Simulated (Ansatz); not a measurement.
Crystal: Re.

```
Re
1.0
     2.76080    0.00000    0.00000
    -1.38040    2.39092    0.00000
     0.00000    0.00000    4.45820
Re
2
Cartesian
  1.3804 0.7970 3.3436
  0.0000 1.5939 1.1145
```

| Item | Value |
| --- | --- |
| Program | Ansatz 0.2.0 |
| Task | single point |
| Functional | PBEsol |
| Potentials or basis | all-electron LAPW, scalar-relativistic |
| Cutoff | 281 eV (chosen from the basis error) |
| Basis error allowed | 0.001 eV/atom |
| k mesh | 11 × 11 × 6 |
| Occupations | fermi-dirac, width 0.05 eV |
| Spin | no spin polarisation |

On this cell: pressure -4.1 GPa; largest force under 0.003 eV/Å; band gap on the k mesh none (metal or under the smearing width).

The same run follows on a disturbed copy (atoms moved at random, drawn with an rms of 0.05 Å):

```
Re
1.0
     2.76080    0.00000    0.00000
    -1.38040    2.39092    0.00000
     0.00000    0.00000    4.45820
Re
2
Direct
  0.66519 0.31579 0.76407
  0.32984 0.66561 0.24409
```

Task: What does the disturbed cell give?

Result: The energy (extrapolated to zero smearing) moves by +9.9 meV/atom; pressure -2.7 GPa; largest force 0.481 eV/Å; band gap on the k mesh none (metal or under the smearing width).

Forces on the atoms (eV/Å):
```
Re  -0.153  0.210 -0.404
Re   0.153 -0.210  0.404
```

Stress tensor (GPa, compression positive):
```
-3.98  0.71  0.61
 0.71 -2.16 -0.88
 0.61 -0.88 -1.90
```

The runs don't all hold the same shells in valence.
